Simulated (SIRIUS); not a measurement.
Crystal: MgB2.

```
CELL_PARAMETERS angstrom
0.00000 2.99364 2.99364
2.99364 0.00000 2.99364
2.99364 2.99364 0.00000
ATOMIC_POSITIONS crystal
Mg 0.00000 0.00000 0.00000
Mg 0.25000 0.25000 0.25000
B 0.62500 0.12500 0.62500
B 0.62500 0.62500 0.12500
B 0.12500 0.62500 0.62500
B 0.62500 0.62500 0.62500
```

The cell was built by a generator and needn't be a form met in nature.

Base run:

| Quantity | Value |
| --- | --- |
| Program | SIRIUS 7.10.0 |
| Functional | RPBE |
| Potentials or basis | PseudoDojo 0.4.1 PBE standard (scalar relativistic) |
| Cutoff | 1152 eV |
| Density cutoff | 4606 eV |
| k mesh | 7 × 7 × 7 |
| Occupations | fermi-dirac, width 0.05 eV |
| Spin | no spin polarisation |

Its results: band gap on the k mesh none (metal or under the smearing width); pressure 2.5 GPa.

Question: After a change of settings the same cell gave: band gap on the k mesh none (metal or under the smearing width); pressure -0.2 GPa. Which change was it?
A. functional from RPBE to SOGGA; libxc names from ["XC_GGA_X_RPBE", "XC_GGA_C_PBE"] to ["XC_GGA_X_SOGGA", "XC_GGA_C_PBE"]
B. functional from RPBE to PBEsol; libxc names from ["XC_GGA_X_RPBE", "XC_GGA_C_PBE"] to ["XC_GGA_X_PBE_SOL", "XC_GGA_C_PBE_SOL"]
C. functional from RPBE to RGE2; libxc names from ["XC_GGA_X_RPBE", "XC_GGA_C_PBE"] to ["XC_GGA_X_RGE2", "XC_GGA_C_RGE2"]
D. functional from RPBE to BLYP; libxc names from ["XC_GGA_X_RPBE", "XC_GGA_C_PBE"] to ["XC_GGA_X_B88", "XC_GGA_C_LYP"]

Answer: C.

Caveats: the potentials were made for another functional, which shifts forces and pressure.

Runs at the PBE level aren't shown here.
